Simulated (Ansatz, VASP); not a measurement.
**Two plane-wave programs on WS2**

```
CELL_PARAMETERS angstrom
3.05745 0.00000 0.00000
-1.52872 2.64783 0.00000
0.00000 0.00000 16.53359
ATOMIC_POSITIONS crystal
W 0.33333 0.66667 0.00000
S 0.66667 0.33333 0.88994
S 0.66667 0.33333 0.11006
```

Alike in both runs: task single point; functional PBE; k mesh 12 × 12 × 2; occupations gaussian, width 0.02 eV; no spin polarisation.

```csv
,VASP,Ansatz
version,VASP 6.6.1,Ansatz 0.2.0
potentials or method,"VASP PAW PBE potentials, release 64 (W_sv, S)","scalar-relativistic, plane waves, PAW"
plane-wave cutoff (eV),520,420
valence electrons in the cell,26,26
```

```csv
,VASP,Ansatz,Ansatz less VASP
gap on the k mesh at the Fermi level (eV),1.09,1.09,-0.002
least direct gap on the mesh (eV),1.68,1.68,-0.004
rms of the force components (eV/Å),1.446,1.446,+0.0006
```

Atom by atom the forces differ by 0.001 eV/Å (rms over components).

Caveats: spin-orbit coupling is left out, which moves the levels of the heavy elements.
